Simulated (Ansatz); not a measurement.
The system is Pb.

```
Pb
1.0
     0.00000    2.47502    2.47502
     2.47502    0.00000    2.47502
     2.47502    2.47502    0.00000
Pb
1
Direct
  0.00000 0.00000 0.00000
```

| Item | Value |
| --- | --- |
| Program | Ansatz 0.2.0 |
| Task | relaxation of cell and atoms |
| Functional | PBEsol |
| Dispersion | D4 |
| Potentials or basis | Ansatz PAW |
| Cutoff | 420 eV (not typed: the program's choice for these potentials) |
| k mesh | 9 × 9 × 9 |
| Occupations | fermi-dirac, width 0.05 eV |
| Spin | no spin polarisation |

At the start: volume 30.32 Å³/atom.

**Question.** Where does the relaxation end?

**Answer.** It ends after 4 steps and the volume is 29.16 Å³/atom (-3.8 %); space group Fm-3m (No. 225, to 0.05 Å).

Step by step:
```
step  energy change (eV)  largest force (eV/Å)  volume (Å³)
   1              0.0000                0.0000        30.32
   2             -0.0075                0.0000        29.01
   3             -0.0076                0.0000        29.16
   4             -0.0074                0.0000        29.16
```

Final structure:
```
CELL_PARAMETERS angstrom
0.00000 2.44286 2.44286
2.44286 0.00000 2.44286
2.44286 2.44286 0.00000
ATOMIC_POSITIONS crystal
Pb 0.00000 0.00000 0.00000
```

The cell as given is a measured one (30.32 Å³/atom); PBEsol+D4 puts the equilibrium volume -3.8 % from it, thermal expansion not counted.

Caveat: the plane-wave basis is chosen anew once the cell has moved, so the energies of steps on either side of that aren't comparable; pairwise dispersion overbinds metals, which lowers pressure and volume; the PAW data sets come from PBE, with cores solved anew for the run's functional, which leaves a small shift of forces and pressure.
